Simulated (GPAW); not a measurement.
Runs of GPAW 26.7.0 on WS2 (Tungstenite). Symmetry: P6_3/mmc, No. 194, hexagonal system. Conventional cell: a = 3.180 Å, b = 3.180 Å, c = 12.500 Å, α = 90.00°, β = 90.00°, γ = 120.00°. W (site symmetry -6m2) is surrounded by 6 S at 2.41 Å. Around S (site symmetry 3m) lie 3 W at 2.41 Å. 

```csv
task,level,potentials or basis,spin,cell,k mesh,cutoff (eV),optimizer,fmax,max steps,band path,band points,gap on the mesh (eV),pressure (GPa),largest force (eV/Å)
relaxation of cell and atoms,BP86+D4,"PAW data sets generated in the run's folder for this functional, pw",off,relaxed,6 × 6 × 2,600,FIRE,0.01 eV/Å,60,-,-,0.70,-0.1,-
band structure,PBEsol,"PAW data sets generated in the run's folder for this functional, pw","SOC, no magnetisation",as given,6 × 6 × 2,600,-,-,-,"GMKGALHA,LM,KH",100,0.96,(b),0.14
band structure,M06-L,"GPAW PAW data sets (gpaw-data 1.2.1), pw","SOC, no magnetisation",as given,6 × 6 × 2,600,-,-,-,"GMKGALHA,LM,KH",80,(c),(a),0.29
phonons,PBE,"GPAW PAW data sets (gpaw-data 1.2.1), pw",off,relaxed,7 × 7 × 2,510,-,-,-,-,-,1.66,0.0,-
single point,PBEsol,"PAW data sets generated in the run's folder for this functional, pw",off,"atoms moved at random, drawn with an rms of 0.05 Å",10 × 10 × 3,600,-,-,-,-,-,1.06,0.2,1.35
```

Alike in all rows: smearing fermi-dirac 0.05 eV.

Problem. Fill in the values left out.

Solution. (a) -2.1; (b) -2.8; (c) 1.03.

Caveats: spin-orbit coupling is left out, which moves the levels of the heavy elements (some runs); spin-orbit coupling was added after a scalar SCF, so levels and gaps hold it while energy, forces, pressure and moments don't (some runs); this program's spin-orbit splittings come out too wide for heavy elements (some runs); an odd mesh through Γ misses points on the zone boundary, where band edges often lie (some runs); later steps reuse the first step's grids (some runs); this functional lacks dispersion, which binds the layers, so the pressure and a relaxed spacing across them are unreliable (some runs); the PAW data sets were made with another functional, which shifts forces and pressure a little (some runs).

A k mesh can miss the band edges, and rows without SOC leave out spin-orbit coupling on W.
